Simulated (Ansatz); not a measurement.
Crystal: CdO2.

```
Cd O
1.0
     3.47623    0.00000    0.00000
    -1.73811    3.01050    0.00000
     0.00000    0.00000    4.14808
Cd O
1 2
Direct
  0.00000 0.00000 0.00000
  0.33333 0.66667 0.24422
  0.66667 0.33333 0.75578
```

The cell comes from a database or a generator and needn't be the stable form of this composition.

```yaml
Program: Ansatz 0.2.0
Task: relaxation of cell and atoms
Functional: HSE06
Potentials_or_basis: Ansatz PAW
Cutoff: "420 eV (not typed: the program's choice for these potentials)"
k_mesh: 6 × 6 × 4
Occupations: fermi-dirac, width 0.05 eV
Spin: no spin polarisation
```

At the start: volume 14.47 Å³/atom.

Problem. How do energy, volume and symmetry change on relaxing?

Solution. It ends after 9 steps and the volume is 11.95 Å³/atom (-17.4 %); space group P-3m1 (No. 164, to 0.05 Å).

The path:
| step | energy change (eV) | largest force (eV/Å) | volume (Å³) |
| --- | --- | --- | --- |
| 1 | 0.0000 | 0.0073 | 43.41 |
| 2 | -0.1968 | 0.1124 | 39.17 |
| 3 | -0.2737 | 0.0005 | 36.32 |
| 4 | -0.2790 | 0.0257 | 35.86 |
| 5 | -0.2786 | 0.0176 | 36.06 |
| 6 | -0.2787 | 0.0001 | 36.06 |
| 7 | -0.2671 | 0.0009 | 36.06 |
| 8 | -0.2681 | 0.0006 | 35.86 |
| 9 | -0.2674 | 0.0005 | 35.86 |

Final structure:
```yaml
crystal:
  lattice:
    - [3.36526, 0.00000, 0.00000]
    - [-1.68263, 2.91440, 0.00000]
    - [0.00000, 0.00000, 3.65621]
  atoms:
    - { symbol: Cd, position: [0.00000, 0.00000, 0.00000] }
    - { symbol: O, position: [0.33333, 0.66667, 0.28255] }
    - { symbol: O, position: [0.66667, 0.33333, 0.71745] }
```

Caveat: the k mesh is coarse (spacing up to 0.38 Å⁻¹), so the values aren't converged, least of all with exact exchange; the volume moved by over 15 % at a fixed basis, so the end points are rough; the plane-wave basis is chosen anew once the cell has moved, so the energies of steps on either side of that aren't comparable; the pressure holds a Pulay correction of +0.6 GPa for the finite cutoff; the PAW data sets come from PBE, with cores solved anew for the run's functional, which leaves a small shift of forces and pressure.
